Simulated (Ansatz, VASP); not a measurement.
# SiC in VASP and in Ansatz

The input INCAR:

```
PREC = Accurate ; ENCUT = 520
EDIFF = 1E-6 ; ISMEAR = 0
SIGMA = 0.05 ; LREAL = F
LASPH = T ; NELM = 60
ALGO = Normal ; ISIF = 2
LWAVE = F ; LCHARG = F
GGA = PS ; NBANDS = 26
```

KPOINTS

```
Automatic mesh
0
Gamma
  12 12 4
```

File POSCAR:

```
SiC
1.0
    2.9344000000      0.0000000000      0.0000000000
   -1.4672000000      2.5412649449      0.0000000000
    0.0000000000      0.0000000000     10.3445000000
Si C
4 4
Direct
    0.6666666667      0.3333333333      0.9378278494
    0.3333333333      0.6666666667      0.4378278494
    0.0000000000      0.0000000000      0.6878973398
    0.0000000000      0.0000000000      0.1878973398
    0.6666666667      0.3333333333      0.7498191768
    0.3333333333      0.6666666667      0.2498191768
    0.0000000000      0.0000000000      0.5004546340
    0.0000000000      0.0000000000      0.0004546340
```

Input for Ansatz:

```yaml
crystal:
  lattice:
    - [2.9344, 0.0, 0.0]
    - [-1.4672, 2.5412649449, 0.0]
    - [0.0, 0.0, 10.3445]
  atoms:
    - { symbol: Si, position: [0.6666666667, 0.3333333333, 0.9378278494] }
    - { symbol: Si, position: [0.3333333333, 0.6666666667, 0.4378278494] }
    - { symbol: Si, position: [0.0, 0.0, 0.6878973398] }
    - { symbol: Si, position: [0.0, 0.0, 0.1878973398] }
    - { symbol: C, position: [0.6666666667, 0.3333333333, 0.7498191768] }
    - { symbol: C, position: [0.3333333333, 0.6666666667, 0.2498191768] }
    - { symbol: C, position: [0.0, 0.0, 0.500454634] }
    - { symbol: C, position: [0.0, 0.0, 0.000454634] }
basis:
  ecutwfc: 520.0
kpoints:
  mp_grid: { grid: [12, 12, 4] }
hamiltonian:
  xc: pbesol
  pseudopotentials: { kind: paw, azcp: { folder: soft_1 } }
scf:
  occupations: { method: gaussian, width: 0.05 }
output:
  forces: true
  stress: true
  eigenvalues: true
```

Alike in both runs: task single point; functional PBEsol; k mesh 12 × 12 × 4; occupations gaussian, width 0.05 eV; no spin polarisation.

```csv
,VASP,Ansatz
version,VASP 6.6.1,Ansatz 0.2.0
potentials or method,"VASP PAW PBE potentials, release 64 (Si, C)","scalar-relativistic, plane waves, PAW"
plane-wave cutoff (eV),520,520
valence electrons in the cell,32,32
```

```tsv
	VASP	Ansatz	Ansatz less VASP
gap on the k mesh at the Fermi level (eV)	1.68	1.69	+0.012
least direct gap on the mesh (eV)	3.05	3.07	+0.018
pressure (GPa)	20.0	19.6	-0.38
largest component of the traceless stress (GPa)	31.20	30.97	-0.231
rms of the force components (eV/Å)	0.471	0.466	-0.0051
```

Atom by atom the forces differ by 0.005 eV/Å (rms over components). The functional is the same, so the differences come from potentials, cutoffs and numerics. Ansatz warned: «pseudo_functional_mismatch».

Caveats: so large a pressure means that the cell lies far from this level's equilibrium, or that cutoff or potentials fall short (VASP); the potentials were made for another functional, which shifts forces and pressure (VASP). A hybrid or GW would open this gap; PBEsol tends to underestimate it. A k mesh can miss the band edges.
